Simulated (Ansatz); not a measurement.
SnSe in the wurtzite structure, relaxed with r2SCAN: 4 runs in Ansatz, each a calculation of independent-particle optics. Space group P6_3mc (No. 186), hexagonal; conventional cell a = 5.075 Å, c = 6.174 Å, 34.42 Å³ an atom. Sn is surrounded by 5 Se at 2.80–3.38 Å; Se is surrounded by 5 Sn at 2.80–3.38 Å. Values at 0 K without nuclear motion; spin polarisation is off, and the phase may be a hypothetical one.

```
CELL_PARAMETERS angstrom
5.07478 0.00000 0.00000
-2.53739 4.39489 0.00000
0.00000 0.00000 6.17368
ATOMIC_POSITIONS crystal
Sn 0.33333 0.66667 0.96086
Sn 0.66667 0.33333 0.46086
Se 0.33333 0.66667 0.41414
Se 0.66667 0.33333 0.91414
```

On meshes this coarse, single peaks can be features of the mesh. No local fields, no excitons; the zone sum runs over the cells of the mesh, and ε∞ includes the bands left out of the spectrum. Up to four peaks are listed, those above 15 % of the tallest and inside the complete range; the four can differ from row to row. Rows marked drawn have settings drawn at random (some not listed).

| functional | k mesh | broadening (eV) | scissors (eV) | range (eV) | settings | direct gap on the mesh before scissors (eV) | ε∞ xx | ε∞ yy | ε∞ zz | complete up to (eV) | tallest peaks of mean ε₂ (eV) |
| --- | --- | --- | --- | --- | --- | --- | --- | --- | --- | --- | --- |
| r2SCAN | 6×6×4 | 0.1 | 0.00 | 0–12 | chosen | 1.03 | 11.76 | 11.76 | 15.62 | 12.0 | 2.15 3.05 3.55 3.75 |
| PBE | 6×6×4 | 0.1 | 0.37 (to HSE06) | 0–12 | chosen | 0.88 | 11.59 | 11.59 | 16.22 | 12.0 | 2.30 3.20 3.60 5.00 |
| r2SCAN | 6×6×2 | 0.4 | 0.60 | 0.5–10 | drawn | 1.03 | 10.58 | 10.58 | 13.47 | 10.0 | 3.60 |

**Question.** Estimate from these rows what the further settings give.
```
functional  k mesh  broadening (eV)  scissors (eV)  range (eV)  settings
       PBE   6×6×4              0.1           0.00        0–12    chosen
```

**Answer.**

| functional | k mesh | broadening (eV) | scissors (eV) | range (eV) | settings | direct gap on the mesh before scissors (eV) | ε∞ xx | ε∞ yy | ε∞ zz | complete up to (eV) | tallest peaks of mean ε₂ (eV) |
| --- | --- | --- | --- | --- | --- | --- | --- | --- | --- | --- | --- |
| PBE | 6×6×4 | 0.1 | 0.00 | 0–12 | chosen | 0.88 | 12.99 | 12.99 | 18.75 | 12.0 | 1.90 2.80 3.20 4.65 |

No spin-orbit coupling is included; it can move band edges with weight on the heavy atoms by tenths of an eV.
